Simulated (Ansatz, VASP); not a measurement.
## One calculation of GaN, two programs

```xyz
2
Lattice="0.0000 2.2491 2.2491 2.2491 0.0000 2.2491 2.2491 2.2491 0.0000" Properties=species:S:1:pos:R:3 pbc="T T T"
Ga    0.0000    0.0000    0.0000
N     3.3736    3.3736    3.3736
```

Alike in both runs: functional PBEsol; k mesh 10 × 10 × 10; no spin polarisation.

Ansatz relaxed the structure, and its values are those at the end. VASP's run is a single point on that final structure, the one shown.

```csv
,VASP,Ansatz
version,VASP 6.6.1,Ansatz 0.2.0
potentials or method,"VASP PAW PBE potentials, release 64 (Ga_d, N)","scalar-relativistic, plane waves, PAW"
plane-wave cutoff (eV),520,420
occupations,"gaussian, width 0.01 eV",fixed
valence electrons in the cell,18,18
```

|  | VASP | Ansatz | Ansatz less VASP |
| --- | --- | --- | --- |
| gap on the k mesh at the Fermi level (eV) | 1.72 | 1.70 | -0.019 |
| least direct gap on the mesh (eV) | 1.72 | 1.70 | -0.019 |
| pressure (GPa) | -0.2 | 0.0 | +0.21 |

Caveats: the PAW data sets were made with another functional, which shifts forces and pressure a little (VASP).
